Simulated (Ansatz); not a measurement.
# W (Pm-3n) in Ansatz: relaxation of cell and atoms with PBEsol

Aim: the relaxation of cell and atoms of W with PBEsol.

Everything below comes from runs of Ansatz 0.2.0. Logs are shortened: lines on timing, memory, paths and dates and some standing lists are left out, and cuts for length are marked.

## 1. Starting point

Symmetry: Pm-3n, No. 223, cubic system. Conventional cell: a = 5.083 Å, b = 5.083 Å, c = 5.083 Å, α = 90.00°, β = 90.00°, γ = 90.00°. W (site symmetry -4m2) has 6 W at 2.54 to 2.84 Å as nearest neighbours. Around W (site symmetry m-3) lie 12 W at 2.84 Å.

This isn't the form of W at room conditions, which is bcc.

## 2. Relaxation of cell and atoms, PBEsol

input.yaml reads:

```yaml
crystal:
  lattice:
    - [5.083, 0.0, 0.0]
    - [0.0, 5.083, 0.0]
    - [0.0, 0.0, 5.083]
  atoms:
    - { symbol: W, position: [0.5, 0.25, 0.0] }
    - { symbol: W, position: [0.5, 0.75, 0.0] }
    - { symbol: W, position: [0.75, 0.0, 0.5] }
    - { symbol: W, position: [0.25, 0.0, 0.5] }
    - { symbol: W, position: [0.0, 0.5, 0.75] }
    - { symbol: W, position: [0.0, 0.5, 0.25] }
    - { symbol: W, position: [0.5, 0.5, 0.5] }
    - { symbol: W, position: [0.0, 0.0, 0.0] }
hamiltonian:
  xc: pbesol
  pseudopotentials: { kind: paw }
kpoints:
  mp_grid: { grid: [5, 5, 5] }
scf:
  occupations: { method: fermi_dirac, width: 0.05 }
output:
  forces: true
  stress: true
  eigenvalues: true
relax:
  f_tol: 0.01
  max_steps: 40
  cell: { stress_tol: 0.05 }
```

Potentials or basis: Ansatz PAW.

Started as:

```
$ ansatz run input.yaml --threads 4 --pin off --max-ram 11264MiB --backend cpu --events-out ev --progress --plain --runs-dir out
```

Log:

```text
Warning: RAYON_NUM_THREADS=4 ignored (pool sized by the plan → 4); use --threads N
Engine: ansatz 0.2.0, x86_64-unknown-linux-gnu
Pseudopotentials: kind: paw
Pseudopotential: W, paw, valence charge 14, recommended cutoff 420 eV (normal), W.paw.azcp
Functional definition: PBEsol
  exchange = pbesol_x
  correlation = pbesol_c
Crystal: 8 atoms, lattice volume = 131.329 Å³
Basis set: ecut = 420 eV, 2553 PW (Γ), exchange–correlation on 72×72×72 points (8 copies of the dense FFT grid, shifted against one another)
Bands: 68, of which v1, the nominal top of the filled ones, is band 56 counted from 1 (55 counted from 0)
Symmetry: 48 space group operations
Space group: Pm-3n (ITA 223), of the structure as read, at distance tolerance 5.1e-5 Å
k-points: 10 of 125
Non-local potential: W, projectors of the file, l = 0: 3, l = 1: 2, l = 2: 2, l = 3: 1
PAW form: soft (Blöchl's): semilocal exchange-correlation on the pseudo side does not see the compensation charge
PAW frozen core: W, regenerated for the run's functional, and the local potential with it (the file was generated under x = pbe(κ = 0.804, μ = 0.2195149727645171), c = pbe(β = 0.06672455060314922))
PAW one-centre angular grid: W, 590 points (default); XC on 64 Gauss nodes
Initial density: superposition of atomic densities (neutral atoms: chi_scale 0, normalization atom), corrected by the library's trained network
Initial wavefunctions: pseudopotential atomic-orbital guess
Functional: x = pbesol(κ = 0.804, μ = 0.12345679012345678), c = pbesol(β = 0.046)
SCF iter   1: F=—  HF=-82051.686005 eV  |F-HF|=—  |Δ(HF+E_count)|=         —  Δρ=6.50e-3  dr2=4.16e-2  ethr=1.77e-3  ⟨swp⟩=4.2  Hψ=2507  notcnv=0  defer=8
preconditioner: auto → Kerker (q_TF=auto, 2.657 Å⁻¹)  [metal: Δε(μ)=0.040 eV  Ē_g=4.983 eV  σ=0.050 eV  W_gap=0.20  n_scr=32 (ndim 8)  ℏωp=22.4 eV  f_vac=0.000  D(μ)=2.56/eV (n_scr^D=18)]
SCF iter   2: F=—  HF=-82051.678371 eV  |F-HF|=—  |Δ(HF+E_count)|=   7.63e-3  Δρ=3.63e-3  dr2=1.18e-2  ethr=3.71e-5  ⟨swp⟩=1.0  Hψ=790  notcnv=0  defer=9
SCF iter   3: F=—  HF=-82051.675424 eV  |F-HF|=—  |Δ(HF+E_count)|=   2.95e-3  Δρ=3.05e-4  dr2=6.68e-5  ethr=1.06e-5  ⟨swp⟩=2.0  Hψ=826  notcnv=0  defer=9
SCF iter   4: F=—  HF=-82051.675273 eV  |F-HF|=—  |Δ(HF+E_count)|=   1.51e-4  Δρ=5.57e-5  dr2=1.65e-6  ethr=5.97e-8  ⟨swp⟩=2.1  Hψ=1123  notcnv=0  defer=9
iter 5 did not close the SCF: its close was put off for the readings that it lacked (scf_convergence_deferred on its scf_iter line)
SCF iter   5: F=-82051.675273 eV  HF=-82051.675273 eV  |F-HF|=3.91e-9  |Δ(HF+E_count)|=   2.97e-8  Δρ=7.15e-6  dr2=3.97e-8  ethr=1.48e-9  ⟨swp⟩=2.3  Hψ=894  notcnv=0  defer=9
SCF iter   6: F=-82051.675273 eV  HF=-82051.675273 eV  |F-HF|=5.82e-10  |Δ(HF+E_count)|=   3.97e-9  Δρ=1.27e-6  dr2=1.73e-9  ethr=3.55e-11  ⟨swp⟩=8.6  Hψ=2416  notcnv=0
SCF 1 converged in 6 iterations: F = -82051.675273 eV  dr2 = 1.73e-9
relax step   1: F+E_penalty+E_count = -82051.67527270 eV  Δ(F+E_penalty+E_count) = +0.000e0 eV  max|allowed force component| = 2.212e-17 eV/Å  Δτ_max = 0.0000 Å  P = -9.167 GPa  Ω = 131.329 Å³  (6 SCF iters, dr2 threshold 1.00e-7 eV, accepted)
Crystal: 8 atoms, lattice volume = 114.420 Å³
Basis set: ecut = 420 eV, 2205 PW (Γ), exchange–correlation on 72×72×72 points (8 copies of the dense FFT grid, shifted against one another)
Initial density: handed on by an earlier stage of this run
Initial wavefunctions: those handed on with the density
iter 1 solved again at ethr=2.19e-5 eV; its pass at ethr=3.10e-3 eV (dr2=2.46e-2 eV) is discarded
SCF iter   1: F=—  HF=-82050.227093 eV  |F-HF|=—  |Δ(HF+E_count)|=         —  Δρ=5.80e-3  dr2=2.45e-2  ethr=2.19e-5  ⟨swp⟩=2.1  Hψ=3584  notcnv=0
preconditioner: auto → Resta (q_TF=auto, 2.719 Å⁻¹)  ε∞=18.6  [insulator: Δε(μ)=0.236 eV  Ē_g=5.726 eV  σ=0.050 eV  W_gap=0.76  n_scr=32 (ndim 8)  ℏωp=24.1 eV  f_vac=0.000  D(μ)=2.03/eV (n_scr^D=6)  ε∞_Penn≈18.6]
[... 38 lines left out ...]
SCF 5 converged in 5 iterations: F = -82051.792133 eV  dr2 = 4.58e-11
relax step   5: F+E_penalty+E_count = -82051.79213251 eV  Δ(F+E_penalty+E_count) = +1.489e-3 eV  max|allowed force component| = 2.335e-17 eV/Å  Δτ_max = 0.0000 Å  P = +0.006 GPa  Ω = 127.350 Å³  stress off target by 6.03e-3 GPa  SCF on the basis re-selected at this cell (its energy is not comparable with the rows above)  (5 SCF iters)
basis re-selected at this cell: Δ(F+E_penalty+E_count) = +1.489e-3 eV, ΔP = +0.000 GPa vs the last step (what re-selecting the basis moved, of the pressure what is left beyond the Pulay correction that the steps carried, after the strain that the cell walked since its last selection, with what the two solves' SCF thresholds leave and, on support functions, any second-order correction that the steps lacked; it is no measure of the basis error at this ecutwfc). This SCF's stress stands 6.03e-3 GPa from its target on what of the cell is left free (relax.cell.stress_tol is 5.00e-2 GPa) and its largest allowed force component is 2.33e-17 eV/Å (relax.f_tol is 1.00e-2 eV/Å): within both
SCF converged after 5 iterations
Free energy (F): -82051.792133 eV
Harris-Foulkes:  -82051.792133 eV  (|F-HF|=2.91e-11)
Internal energy: -82051.772068 eV  (E = F + TS)
E sigma→0 (E₀):  -82051.782100 eV
Entropy (-TS):   -0.020064 eV (-2.508 meV/atom)
Fermi energy:    22.074787 eV
--- Per-component energies (eV) ---
  E_band       = -680.378654
  E_kinetic    = 3603.554397
  E_local      = -4895.828109  (includes V_loc(G=0)·N_el)
  E_nonlocal   = 25.918289
  E_hartree    = 1756.486497
  E_xc         = -2122.258158
  E_vxc        = -1909.717272  (∫ρ·V_xc dr)
  E_paw        = -67488.856649  (= ΣΔE_a)
  E_vpaw       = -1017.278370  (= ΣTr[D̂ρ^β])
  E_aug_tail   = -0.000537  (compensation charges beyond the density's cutoff)
  E_ewald      = -12932.562135
  E_core_change = 1.774337  (= ΣΔE_core)
  E_smearing   = -0.020064  (= −TS)
  E_closure    = -0.000000  (closes the sum)
  Σ components = -82051.792133   (vs F -82051.792133, Δ=0.00e0)
--- Forces (eV/Å), atoms counted from 1 ---
  atom   1  W     -0.00000000    -0.00000000     0.00000000
  atom   2  W      0.00000000     0.00000000    -0.00000000
  atom   3  W     -0.00000000    -0.00000000     0.00000000
  atom   4  W      0.00000000    -0.00000000    -0.00000000
  atom   5  W     -0.00000000    -0.00000000     0.00000000
  atom   6  W      0.00000000     0.00000000    -0.00000000
  atom   7  W     -0.00000000    -0.00000000     0.00000000
  atom   8  W     -0.00000000    -0.00000000    -0.00000000
  max |Σ_I F_I| component: 1.68e-17 eV/Å
--- Stress (GPa, compression-positive) ---
        0.006031       0.000000      -0.000000
       -0.000000       0.006031      -0.000000
       -0.000000      -0.000000       0.006031
  P = ⅓ Tr σ = 0.0060 GPa (0.060 kbar)
--- Band table (eV; the first three rows and the last of 10) ---
  k-point 0: bands = ["-51.7862", "-51.7344", "-51.7344", "-51.5833", "-51.5833", "-51.5833", "-51.3769", "-51.3631", "-16.9319", "-16.9319", "-16.7803", "-16.4571", "-16.4571", "-16.4571", "-16.1077", "-16.1077", "-16.1077", "-15.8712", "-15.8712", "-15.8712", "-15.7625", "-15.7625", "-15.7625", "-15.4360", "-15.4360", "-15.4360", "-15.4308", "-15.4308", "-15.4308", "-15.0262", "-15.0262", "-15.0262", "12.7385", "16.2295", "16.2295", "17.2135", "17.6447", "17.6447", "17.6447", "18.2928", "18.6141", "18.6141", "18.6141", "19.2454", "19.2454", "19.2454", "19.2877", "19.9902", "19.9902", "20.0674", "20.0674", "20.0674", "20.5999", "20.5999", "21.6089", "21.6089", "21.6089", "23.7578", "23.7578", "23.7578", "23.8122", "23.8122", "23.8122", "23.9706", "23.9706", "25.1308", "25.1308", "26.1425"]
  k-point 1: bands = ["-51.7775", "-51.7373", "-51.7234", "-51.5996", "-51.5833", "-51.5833", "-51.3760", "-51.3649", "-16.9407", "-16.8817", "-16.6951", "-16.4453", "-16.4453", "-16.3725", "-16.1525", "-16.1525", "-16.0461", "-15.8609", "-15.8395", "-15.8395", "-15.7879", "-15.7879", "-15.7729", "-15.5237", "-15.4689", "-15.4241", "-15.4241", "-15.4110", "-15.4110", "-15.2130", "-15.0292", "-15.0292", "13.1167", "16.0529", "16.5881", "16.6189", "17.6424", "17.6424", "18.1901", "18.3773", "18.3876", "18.3876", "18.6500", "18.7593", "19.1541", "19.3294", "19.3560", "19.3560", "20.2627", "20.2627", "20.5010", "20.5501", "20.7155", "20.8257", "21.5624", "21.5624", "21.9882", "22.5266", "23.5123", "23.5123", "23.7106", "24.0249", "24.2511", "24.2511", "24.7527", "24.8749", "25.5263", "26.2507"]
  k-point 2: bands = ["-51.7604", "-51.7460", "-51.6894", "-51.6412", "-51.5833", "-51.5833", "-51.3734", "-51.3692", "-16.9401", "-16.9082", "-16.4273", "-16.4273", "-16.2940", "-16.2000", "-16.2000", "-16.1540", "-15.9821", "-15.8675", "-15.8675", "-15.8338", "-15.8002", "-15.7698", "-15.7698", "-15.7634", "-15.5945", "-15.5695", "-15.4052", "-15.4052", "-15.3824", "-15.3824", "-15.0345", "-15.0345", "14.1259", "15.3822", "16.2479", "16.6295", "17.5604", "17.5604", "18.1557", "18.1557", "18.1930", "18.4006", "18.7543", "18.9275", "19.1301", "19.6000", "19.6000", "19.7923", "20.4528", "20.5558", "20.7754", "20.8348", "20.8348", "21.2330", "21.2646", "21.2646", "22.1049", "22.8237", "22.8237", "22.8428", "23.5595", "23.9888", "24.2853", "24.3006", "24.8810", "24.9337", "24.9337", "25.6339"]
  k-point 9: bands = ["-51.6974", "-51.6887", "-51.6887", "-51.6416", "-51.6416", "-51.6383", "-51.3763", "-51.3759", "-16.4329", "-16.4329", "-16.4198", "-16.1902", "-16.1902", "-16.1872", "-16.1672", "-16.0509", "-15.9371", "-15.9340", "-15.9340", "-15.8261", "-15.8261", "-15.8107", "-15.8107", "-15.7302", "-15.7302", "-15.7042", "-15.5021", "-15.5004", "-15.5004", "-15.4764", "-15.4532", "-15.4532", "16.2510", "16.6802", "16.6802", "17.0767", "17.1751", "17.1751", "17.4007", "17.5558", "18.7630", "18.7630", "18.8990", "18.8990", "19.4835", "19.4835", "19.7541", "19.7576", "19.7576", "19.7814", "20.0488", "20.3231", "20.3231", "21.2068", "21.5776", "21.5776", "22.7979", "22.7979", "23.5692", "24.0663", "24.2567", "24.4908", "24.4908", "24.5863", "24.7465", "24.7465", "24.8930", "24.8930"]
--- Relaxed structure (4 steps of the walk, 3 accepted, 1 SCFs on fresh bases) ---
  F+E_penalty+E_count = -82051.79213251 eV   max|allowed force component| = 2.335e-17 eV/Å   (the final SCF, on the basis selected at the relaxed cell)
  cell:  # Å, volume = 127.3497 Å³
    - [5.0311351531110935, -2.246918268451775e-34, 1.2839532962581572e-34]
    - [-2.246918268451775e-34, 5.0311351531110935, -6.419766481290786e-35]
    - [-3.851859888774472e-34, -6.419766481290786e-35, 5.0311351531110935]
  atoms:
    - { symbol: W, position: [0.5, 0.25, -2.466772852404303e-36] }
    - { symbol: W, position: [0.5, 0.75, -2.466772852404302e-36] }
    - { symbol: W, position: [0.75, -6.758957615587786e-36, 0.5] }
    - { symbol: W, position: [0.25, 2.9551938771803537e-35, 0.5] }
    - { symbol: W, position: [-2.8244549160029257e-36, 0.5, 0.75] }
    - { symbol: W, position: [3.330143350745877e-37, 0.5, 0.25] }
    - { symbol: W, position: [0.5, 0.5, 0.5] }
    - { symbol: W, position: [-6.179265995272776e-36, -4.440191134327738e-37, -9.867091409617198e-38] }
```

Run time: 7.3 s. Hardware: 4 threads of AMD EPYC 7R13 (Zen 3), shared host; peak memory 0.57 GiB.

Results:

```yaml
Free_energy: -82051.7921 eV
Relaxed_volume: 15.92 Å³/atom
Relaxed_cell: a = 5.031 Å, b = 5.031 Å, c = 5.031 Å, α = 90.00°, β = 90.00°, γ = 90.00°
Space_group_after_relaxing_to_0.05_Å: Pm-3n (No. 223)
Energy_gained_by_relaxing: 14.6 meV/atom
Ionic_steps: 4
Pressure_after_relaxing: 0.0 GPa
Band_gap_on_the_k_mesh: none (metal or under the smearing width)
```

The path:
```tsv
step	energy change (eV)	largest force (eV/Å)	volume (Å³)
1	0.0000	0.0000	131.33
2	-0.1150	0.0000	127.98
3	-0.1183	0.0000	127.35
4	-0.1169	0.0000	127.35
```

Final structure:
```
CELL_PARAMETERS angstrom
5.03114 0.00000 0.00000
0.00000 5.03114 0.00000
0.00000 0.00000 5.03114
ATOMIC_POSITIONS crystal
W 0.50000 0.25000 0.00000
W 0.50000 0.75000 0.00000
W 0.75000 0.00000 0.50000
W 0.25000 0.00000 0.50000
W 0.00000 0.50000 0.75000
W 0.00000 0.50000 0.25000
W 0.50000 0.50000 0.50000
W 0.00000 0.00000 0.00000
```

Caveat: the plane-wave basis is chosen anew once the cell has moved, so the energies of steps on either side of that aren't comparable; the PAW data sets come from PBE, with cores solved anew for the run's functional, which leaves a small shift of forces and pressure. Spin-orbit coupling is left out, which matters for the levels of W.

## 3. For comparison

An earlier run on the cell as given: functional PBEsol; potentials or basis Ansatz PAW; cutoff 420 eV (not typed: the program's choice for these potentials); k mesh 5 × 5 × 5; occupations fermi-dirac, width 0.05 eV; no spin polarisation.

* Pressure: -9.2 GPa
* Band gap on the k mesh: none (metal or under the smearing width)
